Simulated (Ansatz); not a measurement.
# SiO2 — O-17 NMR of the central transition

Cell: a COD entry (perhaps calculated rather than measured) whose atoms were relaxed with PBE, the cell held.

Space group P4_32_12 (No. 96); a = 4.9329, c = 6.4645 Å.

| site | Wyckoff | site symmetry | x | y | z |
| --- | --- | --- | --- | --- | --- |
| Si | 4a | ..2 | 0.8169 | 0.8169 | 0.5000 |
| O | 8b | 1 | 0.2693 | 0.3637 | 0.8000 |

One atom of each set is listed.

Level of theory: DFT, PBE, plane waves and PAW, scalar-relativistic, 420 eV cutoff, Γ-centred 4×4×3 k-points, Fermi–Dirac smearing 0.02 eV (Ansatz 0.2.0).

O-17 has I = 5/2 and Q = -25.58 mb (Pyykkö 2018); at 16.4 T its Larmor frequency is ν₀ = 94.7 MHz. Only the quadrupole interaction is simulated: positions count from each site's isotropic chemical shift, and J coupling is left out, as are shift anisotropy and dipolar coupling, which fast spinning averages.

**Question.** What does the O-17 spectrum (fast magic-angle spinning) show for each site?

**Answer.** 

```json
{"site": "O", "first shell": "2 Si at 1.63 Å, angle 137°", "C_Q (MHz)": "-5.61", "η": "0.32", "P_Q (MHz)": "5.70", "δ_QIS (ppm)": "-21.8", "breadth (kHz)": "4.74"}
```

δ_QIS = −(ν_Q²/30ν₀²)[I(I+1) − 3/4](1 + η²/3) × 10⁶ ppm with ν_Q = 3|C_Q|/[2I(2I−1)]; it falls as 1/B₀² in ppm, and the breadth as 1/B₀ in kHz.

At O V_zz runs parallel to the line that joins its two neighbours (within 2°).

The cell is 8 % smaller than that of α-cristobalite at ambient conditions, so the entry probably stands for a crystal under pressure.
